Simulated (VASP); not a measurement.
# Te (C2/m) in VASP: notebook

One crystal, Te, is run at these levels: PBE; tasks: single point.

All numbers are computed with VASP 6.6.1; they aren't measurements. Logs are shortened: lines on timing, memory, paths and dates and some standing lists are left out, and cuts for length are marked.

**1. Starting point**

The structure is monoclinic, space group C2/m (No. 12). The conventional cell has a = 7.641 Å, b = 4.296 Å, c = 5.977 Å, α = 90.00°, β = 90.90°, γ = 90.00°. Te (site symmetry 2/m) is surrounded by 6 Te at 3.09 to 3.31 Å. Around Te (site symmetry m) lie 6 Te at 3.03 to 3.47 Å.

This isn't the form of Te at room conditions, which is trigonal, of chains.

**2. Single point, PBE**

INCAR

```
ADDGRID = F
ALGO = Normal
EDIFF = 1E-6
ENCUT = 460
GGA = PE
ISIF = 2
ISMEAR = 0
LASPH = T
LCHARG = F
LREAL = F
LWAVE = F
NBANDS = 16
NELM = 100
PREC = Accurate
SIGMA = 0.5
```

KPOINTS

```
k-points
0
Gamma
  3 3 2
```

POSCAR

```
Te
1.0
    3.8202894285     -2.1482026000      0.0000000000
    3.8202894285      2.1482026000      0.0000000000
   -0.0942908673      0.0000000000      5.9760906531
Te
3
Direct
    0.0053760000      0.0030970000      0.0153300000
    0.3128830000      0.3144850000      0.3485460000
    0.7243610000      0.6723340000      0.6509690000
```

Potentials or basis: VASP PAW PBE potentials, release 64 (Te).

Run with:

```bash
> cat potpaw_PBE.64/Te/POTCAR > POTCAR
> mpirun -np 1 vasp_std > vasp.out
```

OUTCAR:

```text
EDIFF = 1E-6
   ENCUT = 460
   GGA = PE
   ISIF = 2
   ISMEAR = 0
   LASPH = T
   LREAL = F
   NELM = 100
   PREC = Accurate

 Found     10 irreducible k-points:

 Following reciprocal coordinates:
            Coordinates               Weight
  0.000000  0.000000  0.000000      1.000000
  0.333333 -0.000000 -0.000000      2.000000
  0.000000 -0.333333  0.000000      2.000000
  0.333333  0.333333  0.000000      2.000000
 -0.333333  0.333333  0.000000      2.000000
  0.000000  0.000000  0.500000      1.000000
   k-points           NKPTS =     10   k-points in BZ     NKDIM =     10   number of bands    NBANDS=     16
   number of dos      NEDOS =    301   number of ions     NIONS =      3
   total plane-waves  NPLWV =  43008
   dimension x,y,z NGX =    32 NGY =   32 NGZ =   42
   dimension x,y,z NGXF=    64 NGYF=   64 NGZF=   84
   ions per type =               3
   NGX,Y,Z   is equivalent  to a cutoff of  12.14, 12.14, 11.68 a.u.
   NGXF,Y,Z  is equivalent  to a cutoff of  24.28, 24.28, 23.36 a.u.
 SYSTEM =  unknown system
   PREC   = accura    normal or accurate (medium, high low for compatibility)
   ISTART =      0    job   : 0-new  1-cont  2-samecut
   ICHARG =      2    charge: 1-file 2-atom 10-const
   ISPIN  =      1    spin polarized calculation?
   LNONCOLLINEAR =      F non collinear calculations
   LSORBIT =      F    spin-orbit coupling
   LASPH  =      T    aspherical Exc in radial PAW
   ENCUT  =  460.0 eV  33.81 Ry    5.81 a.u.   7.66  7.66 10.45*2*pi/ulx,y,z
   NELM   =    100;   NELMIN=  2; NELMDL= -5     # of ELM steps
   EDIFF  = 0.1E-05   stopping-criterion for ELM
   LREAL  =      F    real-space projection
   EDIFFG = 0.1E-04   stopping-criterion for IOM
   NSW    =      0    number of steps for IOM
   IBRION =     -1    ionic relax: 0-MD 1-quasi-New 2-CG
   NFREE  =      0    steps in history (QN), initial steepest desc. (CG)
   ISIF   =      2    stress and relaxation
   ISYM   =      2    0-nonsym 1-usesym 2-fastsym
   POTIM  = 0.5000    time-step for ionic-motion
   TEBEG  =    0.0;   TEEND  =   0.0 temperature during run
   PSTRESS=    0.0 pullay stress
   NELECT =      18.0000    total number of electrons
   NUPDOWN=      -1.0000    fix difference up-down
   EMIN   =  10.00;   EMAX   =-10.00  energy-range for DOS
   EFERMI =   0.00;   METHOD = LEGACY
   ISMEAR =     0;   SIGMA  =   0.50  broadening in eV -4-tet -1-fermi 0-gaus
   EFERMI_NEDOS =   21; number of points for ismear=-14 and -15
   IALGO  =     38    algorithm
   IMIX   =      4    mixing-type and parameters
     AMIX     =   0.40;   BMIX     =  1.00
     AMIX_MAG =   1.60;   BMIX_MAG =  1.00
  volume/ion in A,a.u.               =      32.70       220.64
  Fermi-wavevector in a.u.,A,eV,Ry     =   0.930307  1.758025 11.775440  0.865470
  Thomas-Fermi vector in A             =   2.056681
   LORBIT       =      0    0 simple, 1 ext, 2 COOP (PROOUT), +10 PAW based schemes
   GGA     = PE    functional components
   LHFCALC =     F    Hartree Fock is set to
   AEXX    =    0.0000 exact exchange contribution
   IVDW    =     0    specifies the selected vdW correction
   LEPSILON=     F    determine dielectric tensor
   LRPA    =     F    only Hartree local field effects (RPA)
 non-spin polarized calculation
 Gauss-broadening in eV      SIGMA  =   0.50
  energy-cutoff  :      460.00
  volume of cell :       98.09
 maximum number of plane-waves:      2206
 NGX is ok and might be reduce to    30
   NGX = 15   NGY = 15   NGZ = 21

 number of electron      17.9999999 magnetization

 Free energy of the ion-electron system (eV)
  ---------------------------------------------------
  ext. energy  EPLUGINS =         0.00000000
  ---------------------------------------------------
  free energy    TOTEN  =        -9.09052291 eV

  energy without entropy =       -8.83384641  energy(sigma->0) =       -8.96218466

 E-fermi :   6.4278     XC(G=0):  -9.2663

 val. band max:        6.1689914060   @ k =  -0.3333   0.3333   0.5000
 cond. band min:       6.5719230470   @ k =  -0.3333   0.3333   0.5000
 fundamental gap:      0.4029316410
 Fermi energy:         6.4278255690

 k-point     1 :       0.0000    0.0000    0.0000
  band No.  band energies     occupation
      1      -7.3385      2.00000
      2      -4.1487      2.00000
      3      -3.6898      2.00000
      4       3.3700      2.00000
      5       3.7154      2.00000
      6       4.3054      2.00000
      7       4.3623      2.00000
      8       4.8407      1.99999
      9       5.2580      1.99906
     10       7.3113      0.01246
     11       7.5076      0.00226
     12       7.9750      0.00001
     13      11.0803      0.00000
     14      11.8200      0.00000
     15      12.4993      0.00000
     16      12.6755      0.00000

 k-point     2 :       0.3333   -0.0000   -0.0000
  band No.  band energies     occupation
      1      -6.4392      2.00000
      2      -4.3793      2.00000
      3      -3.8255      2.00000
      4       1.3191      2.00000
      5       2.1832      2.00000
      6       2.6381      2.00000
      7       4.0338      2.00000
      8       5.7718      1.93647
      9       5.9454      1.82758
     10       6.7654      0.33970
     11       7.0231      0.09226
     12       9.1845      0.00000
     13       9.2842      0.00000
     14      12.4010      0.00000
     15      13.3282      0.00000
     16      14.7288      0.00000

 k-point     3 :       0.0000   -0.3333    0.0000
  band No.  band energies     occupation
      1      -6.4468      2.00000
      2      -4.4699      2.00000
      3      -3.7006      2.00000
      4       1.4413      2.00000
      5       2.0298      2.00000
      6       2.6751      2.00000
      7       3.9830      2.00000
      8       5.6077      1.97964
      9       5.7709      1.93683
     10       6.8820      0.19889
     11       7.2934      0.01436
     12       9.0235      0.00000
     13       9.4535      0.00000
     14      12.5562      0.00000
     15      13.3847      0.00000
     16      14.4153      0.00000

 k-point     4 :       0.3333    0.3333    0.0000
  band No.  band energies     occupation
      1      -6.5982      2.00000
      2      -4.3596      2.00000
      3      -3.6572      2.00000
      4       1.4825      2.00000
      5       2.1668      2.00000
      6       2.5505      2.00000
      7       3.8651      2.00000
      8       5.8728      1.88355
      9       6.0122      1.76029
     10       6.7991      0.29366
     11       7.0874      0.06212
     12       9.0616      0.00000
     13       9.5499      0.00000
     14      12.6559      0.00000
     15      13.6187      0.00000
     16      14.7949      0.00000

 k-point     5 :      -0.3333    0.3333    0.0000
  band No.  band energies     occupation
      1      -5.5593      2.00000
      2      -4.7853      2.00000
      3      -4.2432      2.00000
      4       1.9447      2.00000
      5       2.2048      2.00000
      6       2.6676      2.00000
      7       3.0021      2.00000
      8       3.3529      2.00000
      9       3.6474      2.00000
     10       9.2572      0.00000
     11       9.3264      0.00000
     12       9.6381      0.00000
     13      11.6374      0.00000
     14      11.8708      0.00000
     15      12.0263      0.00000
     16      15.1310      0.00000

 k-point     6 :       0.0000    0.0000    0.5000
  band No.  band energies     occupation
      1      -6.8481      2.00000
      2      -5.9031      2.00000
      3      -1.8533      2.00000
      4       2.6667      2.00000
      5       3.4670      2.00000
      6       3.8982      2.00000
      7       5.1527      1.99969
      8       5.7212      1.95435
      9       6.0250      1.74548
     10       6.1285      1.60282
     11       6.6318      0.56396
     12       6.7547      0.35516
     13      10.3325      0.00000
     14      11.4645      0.00000
     15      11.4989      0.00000
     16      13.4889      0.00000

 [... further k-points ...]

------------------------ aborting loop because EDIFF is reached ----------------------------------------

  FORCE on cell =-STRESS in cart. coord.  units (eV):
  Direction    XX          YY          ZZ          XY          YZ          ZX
  --------------------------------------------------------------------------------------
  -------------------------------------------------------------------------------------
  Total        1.3882409      2.1628910      0.1742413      0.0361141      0.0806391     -0.4437258
  in kB       22.6754932     35.3286084      2.8460531      0.5898872      1.3171568     -7.2478064
  external PRESSURE =      20.2833849 kB  Pullay stress =       0.0000000 kB

 VOLUME and BASIS-vectors are now :
 -----------------------------------------------------------------------------
  energy-cutoff  :      460.00
  volume of cell :       98.09
      direct lattice vectors                 reciprocal lattice vectors
     3.820289429 -2.148202600  0.000000000     0.130880136 -0.232752721  0.002065029
     3.820289429  2.148202600  0.000000000     0.130880136  0.232752721  0.002065029
    -0.094290867  0.000000000  5.976090653     0.000000000  0.000000000  0.167333472

 POSITION                                       TOTAL-FORCE (eV/Angst)
 -----------------------------------------------------------------------------------
      0.03092     -0.00490      0.09161         0.029483     -0.049613      0.050084
      2.36386      0.00344      2.08294        -0.011685      0.139734     -0.224694
      5.27440     -0.11176      3.89025        -0.017798     -0.090120      0.174609
 -----------------------------------------------------------------------------------
    total drift:                                0.000043     -0.000028     -0.000012

  FREE ENERGIE OF THE ION-ELECTRON SYSTEM (eV)
  ---------------------------------------------------
  free  energy   TOTEN  =        -9.0905229124 eV

  energy  without entropy=       -8.8338464094  energy(sigma->0) =       -8.96218466
```

Wall time 11 s (1 thread of AMD EPYC 7R13 (Zen 3), shared host); peak memory 0.16 GiB.

These settings aren't checked as converged: the numbers below hold their error.

Results:

| Quantity | Value |
| --- | --- |
| Free energy | -9.0905 eV |
| Pressure | 2.0 GPa |
| Largest force | 0.265 eV/Å |
| Band gap on the k mesh | none (metal or under the smearing width) |

Caveat: the k mesh is coarse (spacing up to 0.56 Å⁻¹), so the values aren't converged.

[end of part 1 of 2]
